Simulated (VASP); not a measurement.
These are revPBE GGA, VASP's PBE PAW potentials (set 64) (plane waves; VASP) values and carry that method's errors.

A VASP calculation is set up with these files.

File KPOINTS:
```
Automatic mesh
0
Gamma
6 6 9
0.5 0.5 0.5
```

POSCAR:
```
GeO2
1
    4.5121410000     0.0000000000     0.0000000000
    0.0000000000     4.5121410000     0.0000000000
    0.0000000000     0.0000000000     2.9415190000
Ge O
2 4
Direct
  0.5000000000   0.5000000000   0.5000000000
  0.0000000000   0.0000000000   0.0000000000
  0.6942300000   0.6942300000   0.0000000000
  0.3057700000   0.3057700000   0.0000000000
  0.8057700000   0.1942300000   0.5000000000
  0.1942300000   0.8057700000   0.5000000000
```

**INCAR**
```
# general
SYSTEM  =GeO2
PREC    =Accurate
ENCUT   =400   # plane-wave cut-off (eV)
LREAL   =.FALSE.   # projection in real space or not
LASPH   =.TRUE.

# electronic loop
EDIFF   =1E-8   # SCF stop (eV)
NELM    =100
ALGO    =Normal
LMAXMIX =4

# smearing
ISMEAR  =0   # Gaussian
SIGMA   =0.01   # width (eV)

# functional
GGA     =RE

# ions
ISIF    =2   # forces and stress, cell fixed

# output
LWAVE   =.FALSE.
LCHARG  =.FALSE.

# other
LEPSILON=.TRUE.
```

POTCAR, in this order: Ge_d O (PBE.64 set). Program: vasp_std.

The resulting files:

OUTCAR:
```
 ion  position               nearest neighbor table
   1  0.500  0.500  0.500-   3 1.92   4 1.92   3 1.92   4 1.92   5 1.95   6 1.95
   2  0.000  0.000  0.000-   5 1.92   6 1.92   5 1.92   6 1.92   3 1.95   4 1.95
   3  0.694  0.694  0.000-   1 1.92   1 1.92   2 1.95
   4  0.306  0.306  0.000-   1 1.92   1 1.92   2 1.95
   5  0.806  0.194  0.500-   2 1.92   2 1.92   1 1.95
   6  0.194  0.806  0.500-   2 1.92   2 1.92   1 1.95
  LATTYP: Found a simple tetragonal cell.
 ALAT       =     4.5121410000
 C/A-ratio  =     0.6519120302
 Subroutine PRICEL returns:
 Original cell was already a primitive cell.
 Subroutine GETGRP returns: Found 16 space group operations
The static configuration has the point symmetry D_2h.
 The point group associated with its full space group is D_4h.
The dynamic configuration has the point symmetry D_2h.
 Subroutine INISYM returns: Found 16 space group operations
 Subroutine IBZKPT returns following result:
 Found     30 irreducible k-points:

 Following reciprocal coordinates:
            Coordinates               Weight
  0.083333  0.083333  0.055556      8.000000
  0.250000  0.083333  0.055556     16.000000
  0.416667  0.083333  0.055556     16.000000
  0.250000  0.250000  0.055556      8.000000
  0.416667  0.250000  0.055556     16.000000
  0.416667  0.416667  0.055556      8.000000
  0.083333  0.083333  0.166667      8.000000
  0.250000  0.083333  0.166667     16.000000
  0.416667  0.083333  0.166667     16.000000
  0.250000  0.250000  0.166667      8.000000
  0.416667  0.250000  0.166667     16.000000
  0.416667  0.416667  0.166667      8.000000
  0.083333  0.083333  0.277778      8.000000
  0.250000  0.083333  0.277778     16.000000
  0.416667  0.083333  0.277778     16.000000
  0.250000  0.250000  0.277778      8.000000
  0.416667  0.250000  0.277778     16.000000
  0.416667  0.416667  0.277778      8.000000
  0.083333  0.083333  0.388889      8.000000
  0.250000  0.083333  0.388889     16.000000
  0.416667  0.083333  0.388889     16.000000
  0.250000  0.250000  0.388889      8.000000
  0.416667  0.250000  0.388889     16.000000
  0.416667  0.416667  0.388889      8.000000
  0.083333  0.083333  0.500000      4.000000
  0.250000  0.083333  0.500000      8.000000
  0.416667  0.083333  0.500000      8.000000
  0.250000  0.250000  0.500000      4.000000
  0.416667  0.250000  0.500000      8.000000
  0.416667  0.416667  0.500000      4.000000
 Subroutine IBZKPT_HF returns following result:
   k-points           NKPTS =     30   k-points in BZ     NKDIM =     30   number of bands    NBANDS=     31
   number of dos      NEDOS =    301   number of ions     NIONS =      6
   total plane-waves  NPLWV =  18000
   dimension x,y,z NGX =    30 NGY =   30 NGZ =   20
   dimension x,y,z NGXF=    60 NGYF=   60 NGZF=   40
   ions per type =               2   4
   PREC   = accura    normal or accurate (medium, high low for compatibility)
   ISTART =      0    job   : 0-new  1-cont  2-samecut
   ICHARG =      2    charge: 1-file 2-atom 10-const
   ISPIN  =      1    spin polarized calculation?
   LNONCOLLINEAR =      F non collinear calculations
   LSORBIT =      F    spin-orbit coupling
   INIWAV =      1    electr: 0-lowe 1-rand  2-diag
   ENCUT  =  400.0 eV  29.40 Ry    5.42 a.u.   7.36  7.36  4.80*2*pi/ulx,y,z
   NELM   =    100;   NELMIN=  2; NELMDL= -5     # of ELM steps
   EDIFF  = 0.1E-07   stopping-criterion for ELM
   LREAL  =      F    real-space projection
   NLSPLINE    = F    spline interpolate recip. space projectors
   LMAXMIX     =    4 max onsite mixed and CHGCAR
   VOSKOWN=      0    Vosko Wilk Nusair interpolation
   EDIFFG = 0.1E-06   stopping-criterion for IOM
   NSW    =      0    number of steps for IOM
...
```

File OSZICAR:
```
...
RMM:  13    -0.139100864092E+03   -0.89754E-05   -0.20275E-04  4245   0.142E-02
RMM:  14    -0.139100860751E+03    0.33414E-05   -0.63666E-05  4256   0.141E-02
 Linear response to external field (no local field effect), progress :
  Direction:   1
       N       E                     dE             d eps       ncg     rms          rms(c)
RMM:   1    -0.103590793297E+00   -0.10359E+00    0.43826E+00  2086   0.274E+01
RMM:   2    -0.589396730251E+00   -0.48581E+00   -0.27222E-01  3863   0.203E+00
RMM:   3    -0.592251016662E+00   -0.28543E-02   -0.90080E-03  3930   0.349E-01
RMM:   4    -0.592425860531E+00   -0.17484E-03   -0.54176E-04  3836   0.750E-02
RMM:   5    -0.592434980778E+00   -0.91202E-05   -0.40244E-05  3967   0.190E-02
RMM:   6    -0.592435378382E+00   -0.39760E-06   -0.26684E-06  3925   0.499E-03
RMM:   7    -0.592435413366E+00   -0.34984E-07   -0.49781E-07  3870   0.190E-03
RMM:   8    -0.592435415193E+00   -0.18271E-08   -0.38959E-07  3557   0.103E-03
RMM:   9    -0.592435424245E+00   -0.90522E-08   -0.20136E-07  2949   0.670E-04
RMM:  10    -0.592435424619E+00   -0.37359E-09    0.21014E-07  2526   0.519E-04
RMM:  11    -0.592435424572E+00    0.47073E-10   -0.20640E-08  2469   0.459E-04
 Linear response to external field (no local field effect), progress :
  Direction:   2
       N       E                     dE             d eps       ncg     rms          rms(c)
RMM:   1    -0.103859599803E+00   -0.10386E+00    0.40902E+00  2081   0.261E+01
RMM:   2    -0.628369314473E+00   -0.52451E+00   -0.27362E-01  3856   0.205E+00
RMM:   3    -0.631629060136E+00   -0.32597E-02   -0.10774E-02  3896   0.365E-01
RMM:   4    -0.631815651464E+00   -0.18659E-03   -0.60965E-04  3832   0.812E-02
RMM:   5    -0.631829567882E+00   -0.13916E-04   -0.53770E-05  3948   0.212E-02
RMM:   6    -0.631830178412E+00   -0.61053E-06   -0.36634E-06  3916   0.555E-03
RMM:   7    -0.631830228684E+00   -0.50272E-07   -0.55142E-07  3873   0.206E-03
RMM:   8    -0.631830228922E+00   -0.23803E-09   -0.40355E-07  3577   0.110E-03
RMM:   9    -0.631830240297E+00   -0.11375E-07   -0.46664E-07  3096   0.724E-04
RMM:  10    -0.631830240615E+00   -0.31814E-09    0.44773E-08  2576   0.562E-04
 Linear response to external field (no local field effect), progress :
  Direction:   3
       N       E                     dE             d eps       ncg     rms          rms(c)
RMM:   1    -0.123201054465E+00   -0.12320E+00    0.48586E+00  2097   0.277E+01
RMM:   2    -0.660592326121E+00   -0.53739E+00   -0.25227E-01  3819   0.202E+00
RMM:   3    -0.663197626740E+00   -0.26053E-02   -0.10295E-02  3849   0.376E-01
RMM:   4    -0.663388007501E+00   -0.19038E-03   -0.58164E-04  3824   0.784E-02
RMM:   5    -0.663400330895E+00   -0.12323E-04   -0.43767E-05  3955   0.197E-02
RMM:   6    -0.663400777239E+00   -0.44634E-06   -0.22719E-06  3870   0.507E-03
RMM:   7    -0.663400807328E+00   -0.30089E-07   -0.55110E-07  3710   0.189E-03
RMM:   8    -0.663400806782E+00    0.54613E-09   -0.41616E-07  3398   0.101E-03
RMM:   9    -0.663400804336E+00    0.24453E-08   -0.29256E-07  2770   0.631E-04
RMM:  10    -0.663400804208E+00    0.12821E-09   -0.37960E-07  2403   0.471E-04
RMM:  11    -0.663400805043E+00   -0.83490E-09   -0.75959E-07  2331   0.427E-04
RMM:  12    -0.663400804542E+00    0.50144E-09   -0.27705E-07  2330   0.414E-04
RMM:  13    -0.663400804651E+00   -0.10882E-09   -0.21109E-07  2309   0.406E-04
RMM:  14    -0.663400804580E+00    0.70291E-10   -0.34630E-07  2309   0.402E-04
 Linear response to external field, progress :
  Direction:   1
       N       E                     dE             d eps       ncg     rms          rms(c)
RMM:   1    -0.103725237374E+00   -0.10373E+00    0.42364E+00  3123   0.267E+01
RMM:   2    -0.608885198952E+00   -0.50516E+00   -0.27289E-01  5790   0.204E+00    0.133E+00
RMM:   3    -0.605132490410E+00    0.37527E-02   -0.46182E-02  5888   0.101E+00    0.771E-01
RMM:   4    -0.617199023204E+00   -0.12067E-01   -0.39466E-03  5715   0.424E-01    0.384E-01
RMM:   5    -0.640209480773E+00   -0.23010E-01   -0.22616E-03  5605   0.325E-01    0.415E-02
RMM:   6    -0.641717076387E+00   -0.15076E-02   -0.30276E-04  5559   0.110E-01    0.274E-02
RMM:   7    -0.642231860248E+00   -0.51478E-03   -0.60268E-05  5758   0.428E-02    0.384E-03
RMM:   8    -0.642420343789E+00   -0.18848E-03   -0.10662E-05  5841   0.120E-02    0.188E-03
RMM:   9    -0.642433065203E+00   -0.12721E-04   -0.55673E-06  5546   0.362E-03    0.232E-04
RMM:  10    -0.642432203076E+00    0.86213E-06   -0.10781E-06  6024   0.123E-03    0.911E-05
RMM:  11    -0.642433861658E+00   -0.16586E-05   -0.15722E-06  5760   0.636E-04    0.556E-05
RMM:  12    -0.642434200066E+00   -0.33841E-06   -0.92846E-06  5046   0.512E-04    0.707E-06
 Linear response to external field, progress :
  Direction:   2
       N       E                     dE             d eps       ncg     rms          rms(c)
RMM:   1    -0.103725155727E+00   -0.10373E+00    0.42364E+00  3123   0.267E+01
RMM:   2    -0.608880930853E+00   -0.50516E+00   -0.27295E-01  5791   0.204E+00    0.133E+00
RMM:   3    -0.605134253323E+00    0.37467E-02   -0.46233E-02  5889   0.101E+00    0.771E-01
RMM:   4    -0.617192367683E+00   -0.12058E-01   -0.39470E-03  5716   0.424E-01    0.384E-01
RMM:   5    -0.640206014535E+00   -0.23014E-01   -0.22440E-03  5604   0.325E-01    0.415E-02
RMM:   6    -0.641714222818E+00   -0.15082E-02   -0.30704E-04  5550   0.110E-01    0.274E-02
RMM:   7    -0.642230802930E+00   -0.51658E-03   -0.59004E-05  5761   0.427E-02    0.385E-03
RMM:   8    -0.642418867741E+00   -0.18806E-03   -0.52364E-06  5839   0.120E-02    0.189E-03
RMM:   9    -0.642431468758E+00   -0.12601E-04    0.72686E-07  5556   0.364E-03    0.232E-04
RMM:  10    -0.642430757207E+00    0.71155E-06    0.32667E-06  6016   0.124E-03    0.918E-05
RMM:  11    -0.642432289590E+00   -0.15324E-05    0.38550E-06  5749   0.644E-04    0.563E-05
RMM:  12    -0.642432577783E+00   -0.28819E-06   -0.27826E-06  5033   0.521E-04    0.696E-06
 Linear response to external field, progress :
  Direction:   3
       N       E                     dE             d eps       ncg     rms          rms(c)
RMM:   1    -0.123201054465E+00   -0.12320E+00    0.48586E+00  2097   0.277E+01
RMM:   2    -0.660592360254E+00   -0.53739E+00   -0.25227E-01  3819   0.202E+00    0.135E+00
RMM:   3    -0.658712529167E+00    0.18798E-02   -0.15809E-02  3604   0.736E-01    0.801E-01
RMM:   4    -0.693860601308E+00   -0.35148E-01   -0.11671E-02  3527   0.764E-01    0.720E-02
RMM:   5    -0.696603458672E+00   -0.27429E-02   -0.60287E-04  3738   0.164E-01    0.256E-02
RMM:   6    -0.697874952312E+00   -0.12715E-02   -0.63142E-05  3641   0.557E-02    0.439E-03
RMM:   7    -0.698223447380E+00   -0.34850E-03   -0.63355E-06  3768   0.152E-02    0.199E-03
RMM:   8    -0.698214037986E+00    0.94094E-05   -0.67651E-07  3821   0.434E-03    0.362E-04
RMM:   9    -0.698216621283E+00   -0.25833E-05   -0.26546E-07  3895   0.146E-03    0.922E-05
RMM:  10    -0.698214847637E+00    0.17736E-05    0.31178E-07  3851   0.676E-04    0.333E-05
RMM:  11    -0.698216111538E+00   -0.12639E-05   -0.32048E-07  3242   0.472E-04    0.870E-06
```

File OUTCAR:
```
------------------------ aborting loop because EDIFF is reached ----------------------------------------

 HEAD OF MICROSCOPIC STATIC DIELECTRIC TENSOR (INDEPENDENT PARTICLE, excluding Hartree and local field effects)
 ------------------------------------------------------
           4.699176     0.000000     0.000000
           0.000000     4.699176     0.000000
           0.000000     0.000000     5.008983
 ------------------------------------------------------

 MACROSCOPIC STATIC DIELECTRIC TENSOR (including local field effects in DFT)
 ------------------------------------------------------
           4.607494    -0.000000     0.000000
           0.000000     4.607494     0.000000
           0.000000     0.000000     4.909631
 ------------------------------------------------------

 PIEZOELECTRIC TENSOR (including local field effects)  for field in x, y, z        (e  Angst)
          XX          YY          ZZ          XY          YZ          ZX
  --------------------------------------------------------------------------------
  x     0.00000     0.00000     0.00000     0.00000     0.00000     0.00000
  y     0.00000     0.00000     0.00000     0.00000     0.00000     0.00000
  z     0.00000     0.00000     0.00000     0.00000     0.00000     0.00000

 PIEZOELECTRIC TENSOR (including local field effects)  for field in x, y, z        (C/m^2)
          XX          YY          ZZ          XY          YZ          ZX
  --------------------------------------------------------------------------------
  x     0.00000     0.00000     0.00000     0.00000     0.00000     0.00000
  y     0.00000     0.00000     0.00000     0.00000     0.00000     0.00000
  z     0.00000     0.00000     0.00000     0.00000     0.00000     0.00000

 BORN EFFECTIVE CHARGES (including local field effects) (in |e|, cummulative output)
 ---------------------------------------------------------------------------------
 ion    1
    1     4.16615    -0.69616     0.00000
    2    -0.69616     4.16615     0.00000
    3     0.00000     0.00000     4.47370
 ion    2
    1     4.16615     0.69616     0.00000
    2     0.69616     4.16615     0.00000
    3     0.00000     0.00000     4.47370
 ion    3
    1    -2.08308    -0.78776     0.00000
    2    -0.78776    -2.08308     0.00000
    3     0.00000     0.00000    -2.23685
 ion    4
    1    -2.08308    -0.78776     0.00000
    2    -0.78776    -2.08308     0.00000
    3     0.00000     0.00000    -2.23685
 ion    5
    1    -2.08308     0.78776     0.00000
    2     0.78776    -2.08308     0.00000
    3     0.00000     0.00000    -2.23685
 ion    6
    1    -2.08308     0.78776     0.00000
    2     0.78776    -2.08308     0.00000
    3     0.00000     0.00000    -2.23685
```
(Selected blocks of OUTCAR.)

### OUTCAR
```
 val. band max:        4.9925112101   @ k =   0.0833   0.0833   0.0556

 cond. band min:       6.6202717685   @ k =   0.0833   0.0833   0.0556


 Fermi energy:         5.0915228200

 k-point     1 :       0.0833    0.0833    0.0556
  band No.  band energies     occupation
      1     -19.4584      2.00000
      2     -19.2719      2.00000
      3     -19.1776      2.00000
      4     -19.1773      2.00000
      5     -19.1623      2.00000
      6     -19.1232      2.00000
      7     -19.1149      2.00000
      8     -19.0884      2.00000
      9     -19.0743      2.00000
     10     -19.0738      2.00000
     11     -15.3293      2.00000
     12     -12.8933      2.00000
     13     -12.7492      2.00000
     14     -11.9711      2.00000
     15      -4.7360      2.00000
     16      -0.3107      2.00000
     17       0.0149      2.00000
     18       0.5027      2.00000
     19       1.1280      2.00000
     20       1.9686      2.00000
     21       2.4079      2.00000
     22       2.9979      2.00000
     23       3.0932      2.00000
     24       4.0298      2.00000
     25       4.2996      2.00000
     26       4.9925      2.00000
     27       6.6203      0.00000
     28      10.6109      0.00000
     29      11.9154      0.00000
     30      12.0081      0.00000
     31      14.7643      0.00000

 k-point     2 :       0.2500    0.0833    0.0556
  band No.  band energies     occupation
      1     -19.4344      2.00000
      2     -19.2965      2.00000
      3     -19.1775      2.00000
      4     -19.1767      2.00000
      5     -19.1587      2.00000
      6     -19.1322      2.00000
      7     -19.1107      2.00000
      8     -19.0915      2.00000
      9     -19.0754      2.00000
     10     -19.0743      2.00000
     11     -15.1026      2.00000
     12     -13.4156      2.00000
     13     -12.6132      2.00000
     14     -11.9122      2.00000
     15      -4.2782      2.00000
     16      -1.2123      2.00000
     17       0.1418      2.00000
...
```

At this cut-off the stress carries a Pulay error, which pulls relaxed volumes low. The dielectric response may not be converged in the k-mesh; for small gaps it tends to come out too large.

The structure comes from a computed database's GeO2 entry; how it stands against other phases isn't given here. The cell was not relaxed at this level. The run is one of a series of settings (EDIFF = 1E-8, LEPSILON = .TRUE. against the base run), some of them coarse on purpose.
